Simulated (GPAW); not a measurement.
Runs of GPAW 26.7.0 on Cu. It takes space group Fm-3m (No. 225, cubic). Conventional cell: a = 3.615 Å, b = 3.615 Å, c = 3.615 Å, α = 90.00°, β = 90.00°, γ = 90.00°. Cu (site symmetry m-3m) is surrounded by 12 Cu at 2.56 Å. 

```tsv
task	level	potentials or basis	cell	eigensolver	optimizer	fmax	max steps	target pressure	gap on the mesh (eV)	pressure (GPa)	relaxed volume (Å³/atom)
relaxation of cell and atoms	BLYP+D3(BJ)	PAW data sets generated in the run's folder for this functional, pw	relaxed to -1 GPa	davidson	BFGS	0.02 eV/Å	40	-1 GPa	none	-1.0	-
relaxation of cell and atoms	revPBE+D3(BJ)	the program's PAW data sets (release 1.2.1) made for this functional, pw	relaxed to 5 GPa	-	BFGS	0.05 eV/Å	60	5 GPa	none	4.9	-
band structure	MS2	GPAW PAW data sets (gpaw-data 1.2.1), pw	as given	-	-	-	-	-	-	-6.5	-
relaxation of cell and atoms	PBEsol+D3(BJ)	PAW data sets generated in the run's folder for this functional, pw	relaxed	-	BFGS	0.01 eV/Å	60	-	none	-0.1	10.94
relaxation of cell and atoms	RPBE+D3(BJ)	the program's PAW data sets (release 1.2.1) made for this functional, pw	relaxed	-	BFGS	0.02 eV/Å	60	-	none	0.0	9.86
relaxation of cell and atoms	PBEsol+D4	PAW data sets generated in the run's folder for this functional, pw	relaxed to -2 GPa	-	FIRE	0.05 eV/Å	40	-2 GPa	none	-2.4	-
relaxation of cell and atoms	RPBE+D4	the program's PAW data sets (release 1.2.1) made for this functional, pw	relaxed to 10 GPa	-	BFGS	0.01 eV/Å	60	10 GPa	none	9.9	-
relaxation of cell and atoms	revPBE+D4	the program's PAW data sets (release 1.2.1) made for this functional, pw	relaxed	-	LBFGS	0.01 eV/Å	100	-	none	0.0	(b)
band structure	mBEEF	GPAW PAW data sets (gpaw-data 1.2.1), pw	as given	-	-	-	-	-	-	(a)	-
```

Alike in all rows: no spin polarisation; k mesh 13 × 13 × 13; cutoff (eV) 600; smearing fermi-dirac 0.05 eV.

Task: Estimate the missing entries.

Result: (a) -2.8; (b) 11.35.

Caveats: with this Cu data set, volumes or pressures lay over 1.5 % or 2 GPa off other programs in two to four cells of ten; later steps reuse the first step's grids (some runs); pairwise dispersion overbinds metals, which lowers pressure and volume (some runs); the PAW data sets were made with another functional, which shifts forces and pressure a little (some runs); the volume moved by over 15 % at a fixed basis, so the end points are rough (some runs); the volume moved by -17 % from the deposited cell, more than functionals usually miss (some runs).

A gap of «none» marks a metal or a gap under the smearing width.

Runs at the PBE level aren't shown here.
